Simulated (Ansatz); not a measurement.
# CdO: energy less free atoms and pressure against volume scale

Periodic Kohn-Sham DFT of a crystal at fixed atoms, scaled to volume_scale times the given cell; pressure positive in compression, energy less spherical unpolarised free atoms, largest_vzz the field gradient of largest size among the nuclei. The results are calculated, by Ansatz 0.2.0.

The cell before it is scaled or strained (space group Fm-3m, No. 225):
```
CdO
1.0
      0.0000     2.3840     2.3840
      2.3840     0.0000     2.3840
      2.3840     2.3840     0.0000
Cd O
1 1
Direct
  0.00000 0.00000 0.00000
  0.50000 0.50000 0.50000
```

Settings of every row: method all-electron LAPW; functional PBE; relativity scalar; k mesh 16x16x16; filling fermi-dirac; smearing width 0.08 eV; basis error target 1 meV/atom; nucleus gaussian.

Atom start moment: 0 on all atoms.

```csv
row,volume scale,V (Å³/atom),energy less free atoms (eV/atom),pressure (GPa)
1,0.95,12.872,?,?
2,0.975,13.211,-3.8853,3.387
3,1,13.549,-3.8888,0.003
4,1.025,13.888,-3.8856,-2.926
5,1.05,14.227,-3.8766,-5.459
```

Question: what energy less free atoms and pressure should row 1 give?

Worked fit of energy less free atoms. Take u = (V_r/V)^(2/3) − 1 with V_r = 13.718 Å³ an atom, which is twice the finite (Eulerian) strain; such expansions in the strain, on which the Birch-Murnaghan equation of state is built, carry the rest volume and the bulk modulus. The shown rows have u = 0.02542, 0.0083, -0.00818, -0.024. Least squares give energy less free atoms = −3.88799 − 0.193 × u + 11.739 × u² eV/atom; a straight line predicts inner rows, each left out in turn, worse (root mean square 0.0045 against 4.7e-05 eV/atom). All shown rows lie on it to the printed digit. The withheld row has u = 0.04335, so the fit gives −3.88799 − 0.193 × (0.04335) + 11.739 × (0.04335)² = -3.8743 eV/atom.

The calculation gave -3.8741 eV/atom. The fit lies 0.0002 eV/atom (1.4 % of the column's range) below it; its largest miss of a shown row is 0.0000 eV/atom. This row lies beyond the range of the fit.

Worked fit of pressure. Take u = (V_r/V)^(2/3) − 1 with V_r = 13.718 Å³ an atom, which is twice the finite (Eulerian) strain; such expansions in the strain, on which the Birch-Murnaghan equation of state is built, carry the rest volume and the bulk modulus. The shown rows have u = 0.02542, 0.0083, -0.00818, -0.024. Least squares give pressure = −1.511 + 178.134 × u + 570.46 × u² GPa; a straight line predicts inner rows, each left out in turn, worse (root mean square 0.22 against 0.0087 GPa). The rows lie off it by 0.001, -0.004, 0.004, -0.001. The pressure vanishes at u = 0.0083, or V = 13.55 Å³ an atom, and there the bulk modulus at fixed shape and fractions is B = −V dP/dV = (2/3)(1 + u) dP/du = 126 GPa. The withheld row has u = 0.04335, so the fit gives −1.511 + 178.134 × (0.04335) + 570.46 × (0.04335)² = 7.283 GPa.

The calculation gave 7.298 GPa. The fit lies 0.015 GPa (0.12 % of the column's range) below it; its largest miss of a shown row is 0.004 GPa. This row lies beyond the range of the fit.
